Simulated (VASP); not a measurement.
# NaCl (Pm-3m) in VASP: notebook, part 2 of 2

VASP 6.6.1. The steps go on from the part before.

## 3. Single point, PBEsol

This run uses another cell than the first one, of 19.65 Å³/atom, 0.915 times its volume.

INCAR reads:

```
SYSTEM = NaCl
PREC     = Accurate       ! precision mode
ENCUT    = 520            ! plane-wave cutoff, eV
EDIFF    = 1E-6           ! SCF threshold, eV
ISMEAR   = 0              ! smearing method
SIGMA    = 0.05           ! smearing width, eV
LREAL    = .False.        ! projectors in reciprocal space
LASPH    = .True.         ! aspherical terms in the spheres
NELM     = 100            ! most SCF steps
ALGO     = Fast           ! electronic algorithm
ISIF     = 2              ! what is computed and relaxed
LWAVE    = .False.        ! write WAVECAR
LCHARG   = .False.        ! write CHGCAR
GGA      = PS             ! functional
NBANDS   = 14             ! bands
```

KPOINTS reads:

```
regular mesh
0
Gamma
  8 8 8
  0 0 0
```

POSCAR reads:

```
NaCl
1.0
    3.3999137513      0.0000000000      0.0000000000
    0.0000000000      3.3999137513      0.0000000000
    0.0000000000      0.0000000000      3.3999137513
Na Cl
1 1
Direct
    0.0000000000      0.0000000000      0.0000000000
    0.5000000000      0.5000000000      0.5000000000
```

Potentials or basis: VASP PAW PBE potentials, release 64 (Na_pv, Cl).

Started as:

```sh
> cat potpaw_PBE.64/Na_pv/POTCAR potpaw_PBE.64/Cl/POTCAR > POTCAR
> mpirun -np 1 vasp_std > vasp.out
```

OUTCAR:

```text
SYSTEM = NaCl
   PREC = Accurate
   ENCUT = 520
   EDIFF = 1E-6
   ISMEAR = 0
   LREAL = .False.
   LASPH = .True.
   NELM = 100
   ISIF = 2
   GGA = PS

 ion  position               nearest neighbor table
   1  0.000  0.000  0.000-
   2  0.500  0.500  0.500-

  LATTYP: Found a simple cubic cell.
 ALAT       =     3.3999137513

  Lattice vectors:

 A1 = (   3.3999137513,   0.0000000000,   0.0000000000)
 A2 = (   0.0000000000,   3.3999137513,   0.0000000000)
 A3 = (   0.0000000000,   0.0000000000,   3.3999137513)

Analysis of symmetry for initial positions (statically):
=====================================================================
 Subroutine PRICEL returns:
 Original cell was already a primitive cell.

 Routine SETGRP: Setting up the symmetry group for a
 simple cubic supercell.

 Subroutine GETGRP returns: Found 48 space group operations
 (whereof 48 operations were pure point group operations)
 out of a pool of 48 trial point group operations.

The static configuration has the point symmetry O_h .

Analysis of symmetry for dynamics (positions and initial velocities):
=====================================================================
 Subroutine PRICEL returns:
 Original cell was already a primitive cell.

 Routine SETGRP: Setting up the symmetry group for a
 simple cubic supercell.

 Subroutine GETGRP returns: Found 48 space group operations
 (whereof 48 operations were pure point group operations)
 out of a pool of 48 trial point group operations.

The dynamic configuration has the point symmetry O_h .

 Subroutine INISYM returns: Found 48 space group operations
 (whereof 48 operations are pure point group operations),
 and found     1 'primitive' translations

----------------------------------------------------------------------------------------

                                     Primitive cell

  volume of cell :      39.3010

  direct lattice vectors                    reciprocal lattice vectors
     3.399913751  0.000000000  0.000000000     0.294125108  0.000000000  0.000000000
     0.000000000  3.399913751  0.000000000     0.000000000  0.294125108  0.000000000
     0.000000000  0.000000000  3.399913751     0.000000000  0.000000000  0.294125108

  length of vectors
     3.399913751  3.399913751  3.399913751     0.294125108  0.294125108  0.294125108

  position of ions in fractional coordinates (direct lattice)
     0.000000000  0.000000000  0.000000000
     0.500000000  0.500000000  0.500000000

  ion indices of the primitive-cell ions
   primitive index   ion index
                 1           1
                 2           2

----------------------------------------------------------------------------------------

 KPOINTS: regular mesh

Automatic generation of k-mesh.
 Grid dimensions read from file:
 generate k-points for:    8    8    8

 Generating k-lattice:

  Cartesian coordinates                     Fractional coordinates (reciprocal lattice)
     0.036765639  0.000000000  0.000000000     0.125000000  0.000000000  0.000000000
     0.000000000  0.036765639  0.000000000     0.000000000  0.125000000  0.000000000
     0.000000000  0.000000000  0.036765639     0.000000000  0.000000000  0.125000000

  Length of vectors
     0.036765639  0.036765639  0.036765639

  Shift w.r.t. Gamma in fractional coordinates (k-lattice)
     0.000000000  0.000000000  0.000000000

 Subroutine IBZKPT returns following result:
 ===========================================

 Found     35 irreducible k-points:

 Following reciprocal coordinates:
            Coordinates               Weight
  0.000000  0.000000  0.000000      1.000000
  0.125000  0.000000  0.000000      6.000000
  0.250000  0.000000  0.000000      6.000000
  0.375000  0.000000  0.000000      6.000000
  0.500000  0.000000  0.000000      3.000000
  0.125000  0.125000  0.000000     12.000000
[... 16 lines left out ...]
  0.375000  0.375000  0.125000     24.000000
  0.500000  0.375000  0.125000     24.000000
 [... further k-points ...]
   k-points           NKPTS =     35   k-points in BZ     NKDIM =     35   number of bands    NBANDS=     14
   number of dos      NEDOS =    301   number of ions     NIONS =      2
   total plane-waves  NPLWV =  21952
   dimension x,y,z NGX =    28 NGY =   28 NGZ =   28
   dimension x,y,z NGXF=    56 NGYF=   56 NGZF=   56
   ions per type =               1   1
   NGX,Y,Z   is equivalent  to a cutoff of  13.69, 13.69, 13.69 a.u.
   NGXF,Y,Z  is equivalent  to a cutoff of  27.38, 27.38, 27.38 a.u.
 SYSTEM =  NaCl
   PREC   = accura    normal or accurate (medium, high low for compatibility)
   ISTART =      0    job   : 0-new  1-cont  2-samecut
   ICHARG =      2    charge: 1-file 2-atom 10-const
   ISPIN  =      1    spin polarized calculation?
   LNONCOLLINEAR =      F non collinear calculations
   LSORBIT =      F    spin-orbit coupling
   LASPH  =      T    aspherical Exc in radial PAW
   ENCUT  =  520.0 eV  38.22 Ry    6.18 a.u.   6.32  6.32  6.32*2*pi/ulx,y,z
   NELM   =    100;   NELMIN=  2; NELMDL= -5     # of ELM steps
   EDIFF  = 0.1E-05   stopping-criterion for ELM
   LREAL  =      F    real-space projection
   EDIFFG = 0.1E-04   stopping-criterion for IOM
   NSW    =      0    number of steps for IOM
   IBRION =     -1    ionic relax: 0-MD 1-quasi-New 2-CG
   NFREE  =      0    steps in history (QN), initial steepest desc. (CG)
   ISIF   =      2    stress and relaxation
   ISYM   =      2    0-nonsym 1-usesym 2-fastsym
   POTIM  = 0.5000    time-step for ionic-motion
   TEBEG  =    0.0;   TEEND  =   0.0 temperature during run
   PSTRESS=    0.0 pullay stress
   NELECT =      14.0000    total number of electrons
   NUPDOWN=      -1.0000    fix difference up-down
   EMIN   =  10.00;   EMAX   =-10.00  energy-range for DOS
   EFERMI =   0.00;   METHOD = LEGACY
   ISMEAR =     0;   SIGMA  =   0.05  broadening in eV -4-tet -1-fermi 0-gaus
   EFERMI_NEDOS =   21; number of points for ismear=-14 and -15
   IALGO  =     68    algorithm
   IMIX   =      4    mixing-type and parameters
     AMIX     =   0.40;   BMIX     =  1.00
     AMIX_MAG =   1.60;   BMIX_MAG =  1.00
  volume/ion in A,a.u.               =      19.65       132.61
  Fermi-wavevector in a.u.,A,eV,Ry     =   1.160512  2.193050 18.324162  1.346788
  Thomas-Fermi vector in A             =   2.297094
   LORBIT       =      0    0 simple, 1 ext, 2 COOP (PROOUT), +10 PAW based schemes
   GGA     = PS    functional components
   LHFCALC =     F    Hartree Fock is set to
   AEXX    =    0.0000 exact exchange contribution
   IVDW    =     0    specifies the selected vdW correction
   LEPSILON=     F    determine dielectric tensor
   LRPA    =     F    only Hartree local field effects (RPA)
 non-spin polarized calculation
 RMM-DIIS sequential band-by-band and
 Gauss-broadening in eV      SIGMA  =   0.05
  energy-cutoff  :      520.00
  volume of cell :       39.30
 maximum number of plane-waves:      1074
 NGX is ok and might be reduce to    28
   NGX = 13   NGY = 13   NGZ = 13

 number of electron      14.0000014 magnetization

 Free energy of the ion-electron system (eV)
  ---------------------------------------------------
  ext. energy  EPLUGINS =         0.00000000
  ---------------------------------------------------
  free energy    TOTEN  =        -6.72352033 eV

  energy without entropy =       -6.72352033  energy(sigma->0) =       -6.72352033

 E-fermi :   1.2724     XC(G=0):  -8.9854

 val. band max:        1.0252368414   @ k =   0.5000   0.5000   0.0000
 cond. band min:       5.1614393801   @ k =   0.0000   0.0000   0.0000
 fundamental gap:      4.1362025387
 Fermi energy:         1.2724266761

 k-point     1 :       0.0000    0.0000    0.0000
  band No.  band energies     occupation
      1     -20.7912      2.00000
      2     -20.7912      2.00000
      3     -20.7912      2.00000
      4     -12.6809      2.00000
      5       0.4465      2.00000
      6       0.4465      2.00000
      7       0.4465      2.00000
      8       5.1614      0.00000
      9       9.3181      0.00000
     10       9.3181      0.00000
     11      17.2495      0.00000
     12      17.2497      0.00000
     13      17.2564      0.00000
     14      17.4471      0.00000
[... 375 lines left out ...]
 k-point    24 :       0.5000    0.3750    0.1250
  band No.  band energies     occupation
      1     -20.8378      2.00000
      2     -20.8284      2.00000
      3     -20.7888      2.00000
      4     -11.8890      2.00000
      5      -1.6789      2.00000
      6      -1.2755      2.00000
      7       0.5814      2.00000
      8       7.0049      0.00000
      9      10.6247      0.00000
     10      10.9033      0.00000
     11      12.2104      0.00000
     12      14.8754      0.00000
     13      14.9685      0.00000
     14      18.1867      0.00000

 [... further k-points ...]
[... 5 lines left out ...]
  --------------------------------------------------------------------------------------
  -------------------------------------------------------------------------------------
  Total        0.3032185      0.3032185      0.3032185      0.0000000      0.0000000     -0.0000000
  in kB       12.3612544     12.3612544     12.3612544      0.0000000      0.0000000     -0.0000000
  external PRESSURE =      12.3612544 kB  Pullay stress =       0.0000000 kB

 VOLUME and BASIS-vectors are now :
 -----------------------------------------------------------------------------
  energy-cutoff  :      520.00
  volume of cell :       39.30
      direct lattice vectors                 reciprocal lattice vectors
     3.399913751  0.000000000  0.000000000     0.294125108  0.000000000  0.000000000
     0.000000000  3.399913751  0.000000000     0.000000000  0.294125108  0.000000000
     0.000000000  0.000000000  3.399913751     0.000000000  0.000000000  0.294125108

 POSITION                                       TOTAL-FORCE (eV/Angst)
 -----------------------------------------------------------------------------------
      0.00000      0.00000      0.00000         0.000000      0.000000      0.000000
      1.69996      1.69996      1.69996         0.000000      0.000000      0.000000
 -----------------------------------------------------------------------------------
    total drift:                               -0.000000      0.000000      0.000000

  FREE ENERGIE OF THE ION-ELECTRON SYSTEM (eV)
  ---------------------------------------------------
  free  energy   TOTEN  =        -6.7235203317 eV

  energy  without entropy=       -6.7235203317  energy(sigma->0) =       -6.72352033
```

Wall time 14 s (1 thread of Intel Xeon 6975P-C (Granite Rapids), shared host); peak memory 0.15 GiB.

What came out:

```yaml
Free_energy: -6.7235 eV
Pressure: 1.2 GPa
Band_gap_on_the_k_mesh: 4.14 eV, indirect (least direct gap 4.71 eV)
```

Caveat: the PAW data sets were made with another functional, which shifts forces and pressure a little. Expect the measured gap to be larger: semilocal functionals such as PBEsol lack the derivative discontinuity.
